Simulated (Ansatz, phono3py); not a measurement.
## Heat carried by phonons in RbCl (Fm-3m)

Wanted: κ(T), lifetimes and mean free paths for RbCl.

Measurements to reproduce:
- thermal conductivity 2.8 W/m/K near room temperature (given in “Combining the AFLOW GIBBS and Elastic Libraries to efficiently and robustly screen thermo-mechanical properties of solids”, 2017, arXiv:1611.05714)

Method: DFT LDA, scalar-relativistic, plane waves, PAW; PAW set soft_1, in Ansatz 0.2.0.

The database entry behind the starting cell differs from later determinations by our own check (about 0.5 % short), so it need not match the best structure at ambient conditions.

## 1. The structure

Symmetry: Fm-3m, No. 225, cubic system. Conventional cell: a = 6.548 Å, b = 6.548 Å, c = 6.548 Å, α = 90.00°, β = 90.00°, γ = 90.00°. Nearest to Rb lie 6 Cl at 3.27 Å. Nearest to Cl lie 6 Rb at 3.27 Å. Farther neighbours and most contacts between anions are not listed.

Coordinates:

```cif
data_structure
_symmetry_space_group_name_H-M 'P 1'
_symmetry_Int_Tables_number 1
_cell_length_a 4.6301
_cell_length_b 4.6301
_cell_length_c 4.6301
_cell_angle_alpha 60.000
_cell_angle_beta 60.000
_cell_angle_gamma 60.000
_cell_volume 70.19
loop_
_atom_site_label
_atom_site_type_symbol
_atom_site_fract_x
_atom_site_fract_y
_atom_site_fract_z
_atom_site_occupancy
Rb1 Rb 0.00000 0.00000 0.00000 1
Cl2 Cl 0.50000 0.50000 0.50000 1
```

## 2. A first coarse run

Before spending time, one coarse run tells the gap and the pressure of the starting cell.

The input, input.yaml:

```yaml
crystal:
  lattice:
    - [0.0, 3.274, 3.274]
    - [3.274, 0.0, 3.274]
    - [3.274, 3.274, 0.0]
  atoms:
    - { symbol: Rb, position: [0.0, 0.0, 0.0] }
    - { symbol: Cl, position: [0.5, 0.5, 0.5] }
kpoints:
  mp_grid: { grid: [6, 6, 6] }
hamiltonian:
  xc: lda
  pseudopotentials: { kind: paw, azcp: { folder: soft_1 }, xc_functional: pbe }
scf:
  occupations: { method: gaussian, width: 0.1 }
  lower_state_search: "off"
output:
  forces: true
  stress: true
  eigenvalues: true
```

Command:

```console
$ ansatz run input.yaml --threads 8 --pin off --max-ram 19456MiB --backend cpu --events-out ev --progress --plain --runs-dir out
```

Numbers of over 12 decimals in the logs are rounded to 6 here.

Output:

```text
Engine: ansatz 0.2.0, aarch64-unknown-linux-gnu
Pseudopotentials: kind: paw
Pseudopotential: Rb, paw, valence charge 9, recommended cutoff 420 eV (normal), soft_1/Rb.paw.azcp
Pseudopotential: Cl, paw, valence charge 7, recommended cutoff 420 eV (normal), soft_1/Cl.paw.azcp
Functional definition: SPW92
  exchange = slater_x
  correlation = pw_c
Crystal: 2 atoms, lattice volume = 70.189 Å³
Basis set: ecut = 420 eV, 1363 PW (Γ)
Bands: 12, of which v1, the nominal top of the filled ones, is band 8 counted from 1 (7 counted from 0)
Symmetry: 48 space group operations
Space group: Fm-3m (ITA 225), of the structure as read, at distance tolerance 4.1e-5 Å
k-points: 16 of 216
Non-local potential: Rb, projectors of the file, l = 0: 3, l = 1: 2, l = 2: 2
Non-local potential: Cl, projectors of the file, l = 0: 2, l = 1: 2, l = 2: 1
PAW form: soft (Blöchl's): semilocal exchange-correlation on the pseudo side does not see the compensation charge
PAW frozen core: Rb, regenerated for the run's functional, and the local potential with it (the file was generated under x = pbe(κ = 0.804, μ = 0.219515), c = pbe(β = 0.066725))
PAW frozen core: Cl, regenerated for the run's functional, and the local potential with it (the file was generated under x = pbe(κ = 0.804, μ = 0.219515), c = pbe(β = 0.066725))
PAW one-centre angular grid: Rb, 110 points (default); XC on 64 Gauss nodes
PAW one-centre angular grid: Cl, 110 points (default); XC on 64 Gauss nodes
Initial density: superposition of atomic densities (chi_scale 0.1, normalization cell, long waves kept (reshape's long-wave potential 0.00 eV rms))
Initial wavefunctions: pseudopotential atomic-orbital guess
Functional: x = slater, c = lda
SCF iter   1: F=—  HF=-4219.559955 eV  |F-HF|=—  |Δ(HF+E_count)|=         —  Δρ=4.07e-2  dr2=2.12e0  ethr=3.10e-3  ⟨swp⟩=7.9  Hψ=1367  notcnv=0
preconditioner: auto → none  [insulator: Δε(μ)=3.363 eV  Ē_g=13.367 eV  σ=0.100 eV  W_gap=1.00  n_scr=14 (ndim 8)  ℏωp=16.6 eV  f_vac=0.000  D(μ)=0.00/eV (n_scr^D=0)  ε∞_Penn≈2.5]
SCF iter   2: F=—  HF=-4218.798417 eV  |F-HF|=—  |Δ(HF+E_count)|=   7.62e-1  Δρ=1.27e-2  dr2=1.82e-1  ethr=3.10e-3  ⟨swp⟩=3.6  Hψ=584  notcnv=0
SCF iter   3: F=—  HF=-4218.743900 eV  |F-HF|=—  |Δ(HF+E_count)|=   5.45e-2  Δρ=3.53e-3  dr2=1.26e-2  ethr=1.14e-3  ⟨swp⟩=2.5  Hψ=334  notcnv=0
SCF iter   4: F=—  HF=-4218.743987 eV  |F-HF|=—  |Δ(HF+E_count)|=   8.68e-5  Δρ=1.14e-3  dr2=8.27e-4  ethr=7.88e-5  ⟨swp⟩=2.0  Hψ=427  notcnv=0
SCF iter   5: F=—  HF=-4218.744317 eV  |F-HF|=—  |Δ(HF+E_count)|=   3.30e-4  Δρ=8.85e-5  dr2=9.34e-6  ethr=5.17e-6  ⟨swp⟩=1.6  Hψ=233  notcnv=0
SCF iter   6: F=—  HF=-4218.744314 eV  |F-HF|=—  |Δ(HF+E_count)|=   2.48e-6  Δρ=2.72e-5  dr2=5.74e-7  ethr=5.84e-8  ⟨swp⟩=2.2  Hψ=326  notcnv=0
SCF iter   7: F=-4218.744314 eV  HF=-4218.744314 eV  |F-HF|=1.48e-8  |Δ(HF+E_count)|=   1.93e-7  Δρ=5.23e-6  dr2=1.92e-8  ethr=6.25e-10  ⟨swp⟩=8.0  Hψ=1144  notcnv=0
SCF 1 converged in 7 iterations: F = -4218.744314 eV  dr2 = 1.92e-8
  greatest PAW one-centre occupation: 0.973 electrons in one spin orbital (limit 2), on the Rb atom at site 0 (counted from 0), in its partial waves of l = 0
SCF converged after 7 iterations
Free energy (F): -4218.744314 eV
Harris-Foulkes:  -4218.744314 eV  (|F-HF|=1.48e-8)
Internal energy: -4218.744314 eV  (E = F + TS)
E sigma→0 (E₀):  -4218.744314 eV
Fermi energy:    3.138493 eV
--- Per-component energies (eV) ---
  E_band       = -107.869581
  E_kinetic    = 334.233965
  E_local      = -804.756061  (includes V_loc(G=0)·N_el)
  E_nonlocal   = 224.673044
  E_hartree    = 215.333688
  E_xc         = -229.362240
  E_vxc        = -245.405626  (∫ρ·V_xc dr)
  E_paw        = -3152.989736  (= ΣΔE_a)
  E_vpaw       = -47.285013  (= ΣTr[D̂ρ^β])
  E_aug_tail   = 0.000093  (compensation charges beyond the density's cutoff)
  E_ewald      = -806.338818
  E_core_change = 0.461751  (= ΣΔE_core)
  E_smearing   = -0.000000  (= −TS)
  E_closure    = -0.000000  (closes the sum)
  Σ components = -4218.744314   (vs F -4218.744314, Δ=0.00e0)
--- Forces (eV/Å), atoms counted from 1 ---
  atom   1  Rb    -0.00000000     0.00000000    -0.00000000
  atom   2  Cl     0.00000000     0.00000000     0.00000000
  max |Σ_I F_I| component: 6.41e-30 eV/Å
--- Stress (GPa, compression-positive) ---
       -1.405996      -0.000000       0.000000
        0.000000      -1.405996      -0.000000
        0.000000      -0.000000      -1.405996
  P = ⅓ Tr σ = -1.4060 GPa (-14.060 kbar)
--- Band table (eV; the first three rows and the last of 16) ---
  k-point 0: bands = [... 4 lower, -7.0295, 0.8391, 0.8391, 0.8391, 5.4355, 8.5563, 8.5563, 8.5563]
  k-point 1: bands = [... 4 lower, -7.0224, 0.5489, 0.7407, 0.7407, 6.0886, 8.3541, 8.9097, 8.9097]
  k-point 2: bands = [... 4 lower, -7.0088, 0.0821, 0.5558, 0.5558, 7.4550, 8.3354, 9.8903, 9.8903]
  k-point 15: bands = [... 4 lower, -7.0488, 0.4459, 0.5357, 0.6492, 7.3977, 9.0774, 9.3753, 10.4766]
```

Elapsed: 0.87 s, on 8 threads of Arm Neoverse V1, shared host; peak memory 0.3 GiB; 1.9 s of CPU time.

The column dr2 measures how far the density is from self-consistency, as an energy; F and HF (Harris–Foulkes) agree once it is small.

This step gave:

| Property | Result |
| --- | --- |
| pressure | -1.406 GPa |
| gap on the k-mesh | 4.596 eV |
| volume per atom | 35.09 Å³/atom |

The start is under -1.4 GPa at this level and looks like an insulator or semiconductor on this mesh.

## 3. Finding the static equilibrium

Phonons are second derivatives about a minimum, so cell and atoms are relaxed first, inside the symmetry of the start.

input.yaml, the sections that differ from step 2:

```yaml
scf:
  occupations: { method: gaussian, width: 0.02 }
  lower_state_search: "off"
output:
  forces: true
  stress: true
  eigenvalues: true
  write_density: true
  write_potential: true
  elf: true
  volumetric_format: npy
relax:
  adjacent_minimum: "off"
  f_tol: 0.005
  max_steps: 80
  cell: { stress_tol: 0.05 }
# crystal, kpoints, hamiltonian: as in step 2
```

Output:

```text
[...]
Crystal: 2 atoms, lattice volume = 70.189 Å³
Basis set: ecut = 420 eV, 1363 PW (Γ)
Bands: 12, of which v1, the nominal top of the filled ones, is band 8 counted from 1 (7 counted from 0)
Symmetry: 48 space group operations
[...]
k-points: 16 of 216
[...]
SCF iter   1: F=—  HF=-4219.559871 eV  |F-HF|=—  |Δ(HF+E_count)|=         —  Δρ=4.07e-2  dr2=2.12e0  ethr=3.10e-3  ⟨swp⟩=8.1  Hψ=1407  notcnv=0
[...]
SCF iter   7: F=-4218.744314 eV  HF=-4218.744314 eV  |F-HF|=1.15e-8  |Δ(HF+E_count)|=   1.90e-7  Δρ=4.74e-6  dr2=1.55e-8  ethr=6.25e-10  ⟨swp⟩=12.2  Hψ=1618  notcnv=0
SCF 1 converged in 7 iterations: F = -4218.744314 eV  dr2 = 1.55e-8
[...]
relax step   1: F+E_penalty+E_count = -4218.74431422 eV  Δ(F+E_penalty+E_count) = +0.000e0 eV  max|allowed force component| = 5.719e-29 eV/Å  Δτ_max = 0.0000 Å  P = -1.406 GPa  Ω = 70.189 Å³  (7 SCF iters, dr2 threshold 1.00e-7 eV, accepted)
Crystal: 2 atoms, lattice volume = 67.241 Å³
[...]
iter 1 solved again at ethr=8.61e-6 eV; its pass at ethr=3.10e-3 eV (dr2=1.38e-3 eV) is discarded
[...]
SCF iter   5: F=-4218.764217 eV  HF=-4218.764217 eV  |F-HF|=1.61e-8  |Δ(HF+E_count)|=   1.78e-7  Δρ=1.04e-5  dr2=8.49e-8  ethr=1.25e-9  ⟨swp⟩=8.9  Hψ=1645  notcnv=0
SCF 2 converged in 5 iterations: F = -4218.764217 eV  dr2 = 8.49e-8
relax step   2: F+E_penalty+E_count = -4218.76421686 eV  Δ(F+E_penalty+E_count) = -1.990e-2 eV  max|allowed force component| = 2.021e-30 eV/Å  Δτ_max = 0.0000 Å  P = -0.718 GPa  Ω = 67.241 Å³  energy of the carried Pulay correction = +6.572e-5 eV  (5 SCF iters, dr2 threshold 2.00e-7 eV, accepted)
Crystal: 2 atoms, lattice volume = 64.417 Å³
Basis set: ecut = 420 eV, 1243 PW (Γ)
[...]
SCF iter   5: F=-4218.769635 eV  HF=-4218.769635 eV  |F-HF|=2.14e-8  |Δ(HF+E_count)|=   4.15e-8  Δρ=9.42e-6  dr2=6.37e-8  ethr=1.25e-9  ⟨swp⟩=8.8  Hψ=1617  notcnv=0
SCF 3 converged in 5 iterations: F = -4218.769635 eV  dr2 = 6.37e-8
[...]
relax step   3: F+E_penalty+E_count = -4218.76963535 eV  Δ(F+E_penalty+E_count) = -5.418e-3 eV  max|allowed force component| = 1.367e-29 eV/Å  Δτ_max = 0.0000 Å  P = +0.150 GPa  Ω = 64.417 Å³  energy of the carried Pulay correction = +1.314e-4 eV  (5 SCF iters, dr2 threshold 2.00e-7 eV, accepted)
[...]
relax step   4: F+E_penalty+E_count = -4218.76982811 eV  Δ(F+E_penalty+E_count) = -1.928e-4 eV  max|allowed force component| = 4.520e-30 eV/Å  Δτ_max = 0.0000 Å  P = +0.004 GPa  Ω = 64.841 Å³  energy of the carried Pulay correction = +1.214e-4 eV  (4 SCF iters, dr2 threshold 5.62e-8 eV, accepted)
[...]
SCF iter   5: F=-4218.769714 eV  HF=-4218.769714 eV  |F-HF|=9.09e-13  |Δ(HF+E_count)|=  3.64e-12  Δρ=9.47e-8  dr2=1.98e-12  ethr=1.00e-12  ⟨swp⟩=6.6  Hψ=872  notcnv=0
SCF 5 converged in 5 iterations: F = -4218.769714 eV  dr2 = 1.98e-12
relax step   5: F+E_penalty+E_count = -4218.76971429 eV  Δ(F+E_penalty+E_count) = +1.138e-4 eV  max|allowed force component| = 2.950e-30 eV/Å  Δτ_max = 0.0000 Å  P = +0.004 GPa  Ω = 64.841 Å³  stress off target by 3.57e-3 GPa  SCF on the basis re-selected at this cell (its energy is not comparable with the rows above)  (5 SCF iters)
basis re-selected at this cell: Δ(F+E_penalty+E_count) = +1.138e-4 eV, ΔP = -0.001 GPa vs the last step (what re-selecting the basis moved, of the pressure what is left beyond the Pulay correction that the steps carried, after the strain that the cell walked since its last selection, with what the two solves' SCF thresholds leave and, on support functions, any second-order correction that the steps lacked; it is no m [...]
SCF converged after 5 iterations
Free energy (F): -4218.769714 eV
[...]
Internal energy: -4218.769714 eV  (E = F + TS)
E sigma→0 (E₀):  -4218.769714 eV
Fermi energy:    3.832467 eV
[...]
--- Stress (GPa, compression-positive) ---
        0.003571      -0.000000      -0.000000
       -0.000000       0.003571      -0.000000
       -0.000000      -0.000000       0.003571
  P = ⅓ Tr σ = 0.0036 GPa (0.036 kbar)
--- Band table (eV; the first three rows and the last of 16) ---
  k-point 0: bands = [... 4 lower, -6.2927, 1.4072, 1.4072, 1.4072, 6.2576, 9.1519, 9.1519, 9.1519]
  k-point 1: bands = [... 4 lower, -6.2789, 1.0751, 1.2861, 1.2861, 6.9644, 8.9613, 9.5343, 9.5343]
  k-point 2: bands = [... 4 lower, -6.2518, 0.5436, 1.0608, 1.0608, 8.3815, 9.0333, 10.6031, 10.6031]
  k-point 15: bands = [... 4 lower, -6.3124, 0.9536, 1.1201, 1.2267, 7.9636, 9.8637, 10.3419, 11.4111]
--- Relaxed structure (4 steps of the walk, 4 accepted, 1 SCFs on fresh bases) ---
  F+E_penalty+E_count = -4218.76971429 eV   max|allowed force component| = 2.950e-30 eV/Å   (the final SCF, on the basis selected at the relaxed cell)
  cell:  # Å, volume = 64.8411 Å³
    - [0, 3.188650, 3.188650]
    - [3.188650, 0, 3.188650]
    - [3.188650, 3.188650, 0]
  atoms:
    - { symbol: Rb, position: [0, 0, 0] }
    - { symbol: Cl, position: [0.5, 0.5, 0.5] }
```

Elapsed: 1.8 s, on 8 threads; peak memory 0.33 GiB.

Relaxation path:

```
step  energy less that of the first step (eV)  largest force component (eV/Å)  pressure (GPa)  volume (Å³)
   1                                   0.0000                          0.0000           -1.41        70.19
   2                                  -0.0199                          0.0000           -0.72        67.24
   3                                  -0.0253                          0.0000            0.15        64.42
   4                                  -0.0255                          0.0000            0.00        64.84
  5*                                  -0.0254                          0.0000            0.00        64.84
```

Relaxation steps marked * repeat the geometry before them on a plane-wave basis chosen anew for their cell, so energy and pressure can jump there.

Forces are held to the 48 operations that the run works with; a distortion that breaks them can't arise in this run.

```
conventional cell, symmetrised  before  after  change
                         a (Å)   6.548  6.377  -2.6 %
                         b (Å)   6.548  6.377  -2.6 %
                         c (Å)   6.548  6.377  -2.6 %
              volume (Å³/atom)   35.09  32.42  -7.6 %
```

Final coordinates:

```
Rb Cl
1.0
     0.00000    3.18865    3.18865
     3.18865    0.00000    3.18865
     3.18865    3.18865    0.00000
Rb Cl
1 1
Direct
  0.00000 0.00000 0.00000
  0.50000 0.50000 0.50000
```

This step gave:

```
pressure          : 0.003571 GPa
gap on the k-mesh : 4.850 eV
volume per atom   : 32.42 Å³/atom
```

Valence density in the ac plane of the conventional cell at fractional y = 0.000, with atoms of Rb and Cl within 0.2 Å of it. It is the smooth field of the valence electrons, not physical close to the nuclei.

Values in e/Å³, 9 rows by 16 columns, each cell a mean:
```
1.8 1.5 0.6 0.1 0.1 0.3 1.0 1.4 1.4 1.3 0.6 0.2 0.1 0.3 1.2 1.8
0.4 0.3 0.1 0.0 0.0 0.1 0.2 0.4 0.4 0.3 0.1 0.0 0.0 0.1 0.2 0.4
0.2 0.2 0.1 0.0 0.0 0.0 0.1 0.2 0.2 0.1 0.1 0.0 0.0 0.1 0.1 0.2
1.3 1.0 0.4 0.1 0.1 0.2 0.9 1.5 1.6 1.2 0.4 0.1 0.1 0.2 0.7 1.3
1.1 1.6 0.7 0.2 0.1 0.5 1.5 1.8 1.6 1.9 0.8 0.2 0.1 0.4 1.3 1.4
1.1 0.7 0.3 0.1 0.1 0.2 0.6 1.1 1.2 0.8 0.3 0.1 0.1 0.2 0.5 1.0
0.2 0.1 0.1 0.0 0.0 0.0 0.1 0.1 0.1 0.1 0.1 0.0 0.0 0.0 0.1 0.1
0.8 0.5 0.2 0.1 0.0 0.1 0.3 0.6 0.7 0.5 0.2 0.1 0.0 0.1 0.3 0.7
1.7 1.8 0.8 0.2 0.1 0.4 1.2 1.4 1.2 1.5 0.7 0.2 0.1 0.4 1.4 1.8
```
Columns run along a (6.4 Å), rows up along c (6.4 Å), edges of the conventional cell, whose origin can differ from the input's. Atoms in or near the plane, at fractional coordinates: Rb at (0.00, 0.00), Rb at (0.50, 0.50), Cl at (0.50, 0.00), Cl at (0.00, 0.50).

ELF in the ac plane of the conventional cell at fractional y = 0.000, with atoms of Rb and Cl within 0.2 Å of it. It is the smooth field of the valence electrons, not physical close to the nuclei.

Values, 9 rows by 16 columns, each cell a mean:
```
0.58 0.80 0.74 0.21 0.20 0.71 0.85 0.74 0.68 0.83 0.81 0.41 0.10 0.54 0.82 0.66
0.51 0.43 0.23 0.04 0.08 0.36 0.54 0.62 0.63 0.58 0.45 0.17 0.03 0.14 0.36 0.48
0.43 0.39 0.29 0.11 0.02 0.06 0.20 0.30 0.32 0.25 0.12 0.03 0.04 0.21 0.35 0.42
0.79 0.84 0.77 0.37 0.08 0.45 0.79 0.78 0.73 0.80 0.65 0.17 0.17 0.66 0.84 0.82
0.44 0.78 0.84 0.45 0.12 0.62 0.82 0.45 0.28 0.72 0.79 0.27 0.22 0.75 0.84 0.58
0.82 0.82 0.71 0.32 0.06 0.35 0.70 0.77 0.78 0.76 0.53 0.11 0.15 0.59 0.79 0.82
0.28 0.24 0.16 0.05 0.02 0.06 0.14 0.21 0.22 0.17 0.09 0.03 0.03 0.12 0.21 0.27
0.67 0.60 0.38 0.08 0.11 0.48 0.69 0.76 0.76 0.73 0.60 0.25 0.04 0.22 0.53 0.66
0.41 0.75 0.77 0.25 0.21 0.73 0.85 0.66 0.54 0.79 0.83 0.44 0.11 0.59 0.83 0.55
```
Columns run along a (6.4 Å), rows up along c (6.4 Å), edges of the conventional cell, whose origin can differ from the input's. Atoms in or near the plane, at fractional coordinates: Rb at (0.00, 0.00), Rb at (0.50, 0.50), Cl at (0.50, 0.00), Cl at (0.00, 0.50).

Electrostatic potential energy in the ac plane of the conventional cell at fractional y = 0.000, with atoms of Rb and Cl within 0.2 Å of it. With pseudopotentials it is smooth inside the atoms' cores, unlike the true potential.

Ten even steps from '_' (-103 eV) to '@' (8 eV), each cell a mean:
```
__::##@@@@@@@@##++++**%%@@@@@@%%++__
==**%%@@@@@@@@%%######@@@@@@@@@@%%++
%%@@@@@@@@@@@@@@@@@@@@@@@@@@@@@@@@%%
@@@@@@@@@@@@@@@@@@@@@@@@@@@@@@@@@@@@
@@@@@@@@@@@@@@@@@@@@@@@@@@@@@@@@@@@@
@@@@@@@@@@@@@@@@@@%%@@@@@@@@@@@@@@@@
##%%@@@@@@@@@@%%++==##%%@@@@@@@@%%##
++**%%@@@@@@%%++____::##@@@@@@@@##++
++**%%@@@@@@%%--____..##@@@@@@@@**++
****%%@@@@@@@@**::..==%%@@@@@@@@##**
%%@@@@@@@@@@@@%%####%%@@@@@@@@@@@@%%
@@@@@@@@@@@@@@@@@@@@@@@@@@@@@@@@@@@@
@@@@@@@@@@@@@@@@@@@@@@@@@@@@@@@@@@@@
@@@@@@@@@@@@@@@@@@@@@@@@@@@@@@@@@@@@
##%%@@@@@@@@@@@@%%%%@@@@@@@@@@@@%%%%
..==%%@@@@@@@@##****##@@@@@@@@@@**::
__..##@@@@@@@@**++++**%%@@@@@@%%==__
```
Columns run along a (6.4 Å; values clipped at the 3rd and 97th percentile), rows up along c (6.4 Å), edges of the conventional cell, whose origin can differ from the input's. Atoms in or near the plane, at fractional coordinates: Rb at (0.00, 0.00), Rb at (0.50, 0.50), Cl at (0.50, 0.00), Cl at (0.00, 0.50).

The relaxation ends with a pressure of 0.00 GPa.

(Part 1 of 4 ends here.)

[Logs are printed without paths, hosts, clocks, repeated set-up lines and the standing remarks that a program may print on its own settings, such as how far it seeks lower states.]

[Hosts, paths, dates, database ids (printed as entryN), source tags and the programs' standing remarks are cut or masked in the printed files.]

[A step with changed settings may run another functional than the one named; its input shows which.]
